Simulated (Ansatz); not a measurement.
Planning a GW calculation on BeTe (F-43m).

```yaml
crystal:
  lattice:
    - [0.00000, 2.83146, 2.83146]
    - [2.83146, 0.00000, 2.83146]
    - [2.83146, 2.83146, 0.00000]
  atoms:
    - { symbol: Be, position: [0.00000, 0.00000, 0.00000] }
    - { symbol: Te, position: [0.75000, 0.75000, 0.75000] }
```

The cell and positions are those that the Materials Project relaxed with its own functionals (PBE, PBE+U or r2SCAN), kept fixed. Spin-orbit coupling is left out unless a run names it.

Runs so far (Ansatz 0.2.0, start PBE, PAW set soft_1 files, 6×6×6 mesh). Times are wall times on 1 × NVIDIA H100 80GB HBM3 (shared by 6 runs) with 3 threads of AMD EPYC 7R13 (Zen 3), shared host, good to a factor of about two.

```tsv
bands summed	cutoff (eV)	gap on the mesh (eV)	time
56	60	2.605	14 s
144	120	2.829	16 s
```

Q: What should the next rung give, with 300 bands and screening to 200 eV, and where is the limit?

The error falls about as one over the bands when the cutoff rises with them. A line through the two highest rungs given predicts 2.903 eV; the run gave 2.914 eV, close to it. The two highest rungs put the limit near 2.992 eV, the pair below near 2.971 eV; their difference is a rough measure of what is unsettled in bands and cutoff; the mesh is a separate error.

Gaps are over the mesh's points; an edge off the mesh would be missed. Limits: not at the basis limit; no spin-orbit coupling.

[Paths, hosts, dates, memory and timing lines, banners, echoed tables and standing remarks are left out of the program output.]

[Logs are printed without paths, hosts, clocks, repeated set-up lines and the standing remarks that a program may print on its own settings, such as how far it seeks lower states.]

[Runs of the session that timed out or met a known fault of the program may be left out.]

[Cells called generated may have been cut or substituted from an entry of the Crystallography Open Database or the Materials Project.]

[Hosts, paths, dates, database ids (printed as entryN), source tags and the programs' standing remarks are cut or masked in the printed files.]
